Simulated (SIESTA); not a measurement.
Runs of SIESTA 5.4.2 on Fe. Symmetry: Im-3m, No. 229, cubic system. The conventional cell has a = 2.886 Å, b = 2.886 Å, c = 2.886 Å, α = 90.00°, β = 90.00°, γ = 90.00°. Fe (site symmetry m-3m) has 8 Fe at 2.50 Å as nearest neighbours. 

```tsv
task	level	potentials or basis	spin	U	cell	smearing	hubbard projector method	U from the first cycle	optimiser	force tolerance	energy shift	other keys	gap on the mesh (eV)	pressure (GPa)	moment (μB)
single point	PBE	PseudoDojo 0.4 standard (PBE files), DZP (energy shift 0.002 Ry)	collinear, ferromagnetic start	-	cell strained at random at fixed volume	fermi-dirac 0.05 eV	-	-	-	-	0.002 Ry	-	none	-6.0	2.45
band structure	PBEGcGxLO+U	PseudoDojo 0.4 standard (PBE files), SZ (energy shift 0.002 Ry)	collinear, ferromagnetic start	Fe d U = 1 eV	as given	methfessel-paxton 0.01 eV	1	yes	-	-	0.002 Ry	smearing = methfessel-paxton; width = 0.01	none	6.1	2.67
relaxation of cell and atoms	revPBE+U	PseudoDojo 0.5 standard (PBE files), TZP (energy shift 0.01 Ry)	collinear, zero start	Fe d U = 7 eV	relaxed from: cell strained at random at fixed volume	fermi-dirac 0.05 eV	1	-	CG	0.02 eV/Å	0.01 Ry	-	none	0.0	0.00
single point	PBE	PseudoDojo 0.4 standard (PBE files), DZP (energy shift 0.002 Ry)	collinear, ferromagnetic start	-	as given	fermi-dirac 0.05 eV	-	-	-	-	0.002 Ry	-	none	(a)	2.44
```

Alike in all rows: k mesh 13 × 13 × 13; grid cutoff 800 Ry.

Task: Estimate the missing entries.

Result: (a) -6.1.

Caveats: the basis of atomic orbitals isn't converged, which shifts pressures, moduli and gaps; semicore shells carry a single zeta, which can move pressures by several GPa and volumes by a few percent (some runs); the potentials were made for another functional, which shifts forces and pressure (some runs); the U is typed as a test and isn't derived for this compound (some runs); the basis has no polarisation orbitals (some runs); short orbitals over semicore shells can move pressures by several GPa (some runs).

A gap of «none» marks a metal or a gap under the smearing width.
